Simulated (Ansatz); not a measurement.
# Pressure against volume: Li2O

```
CELL_PARAMETERS angstrom
0.00000 2.30950 2.30950
2.30950 0.00000 2.30950
2.30950 2.30950 0.00000
ATOMIC_POSITIONS crystal
Li 0.25000 0.25000 0.25000
Li 0.75000 0.75000 0.75000
O 0.00000 0.00000 0.00000
```

The cell is COD entry 1011372, as deposited and not checked against the literature; nothing was relaxed.

Levels of theory: DFT, PBEsol, all-electron LAPW, scalar-relativistic (Ansatz 0.2.0); DFT, PBEsol, PAW with Ansatz's default frozen-core files, scalar-relativistic (Ansatz 0.2.0).

For LAPW: a Γ-centred 9×9×9 k mesh, Fermi–Dirac smearing of 0.03 eV, basis error target 0.5 meV/atom, no spin polarisation. PAW takes a cutoff of 420 eV at this cell (files made with PBE, cores remade for this functional). The Ansatz runs share mesh, smearing and spin set-up. Plane-wave (PAW) pressures include the program's estimate of the Pulay term.

The cell above is scaled evenly, with fractional coordinates and shape held.

```tsv
V/V(cell)	V (Å³/atom)	P, LAPW (GPa)	P, PAW (GPa)	gap on the k mesh, LAPW (eV)
0.9400	7.720	3.11	3.23	5.06
0.9800	8.048	-0.55	-0.44	4.97
1.0000	8.212	-2.13	-2.02	4.93
1.0100	8.294	-2.86	-2.75	4.91
1.0400	8.541	-4.84	-4.73	4.85
```

What do Birch–Murnaghan fits to the pressures give?

LAPW: V0 = 7.99 Å³/atom, B0 = 83 GPa, B0′ = 3.9; PAW: V0 = 8.00 Å³/atom, B0 = 83 GPa, B0′ = 3.9.

PAW's V0 lies 0.14 % from the all-electron value and its B0 -0.4 %. Symmetry fixes shape and coordinates here, so this is the relaxed modulus.
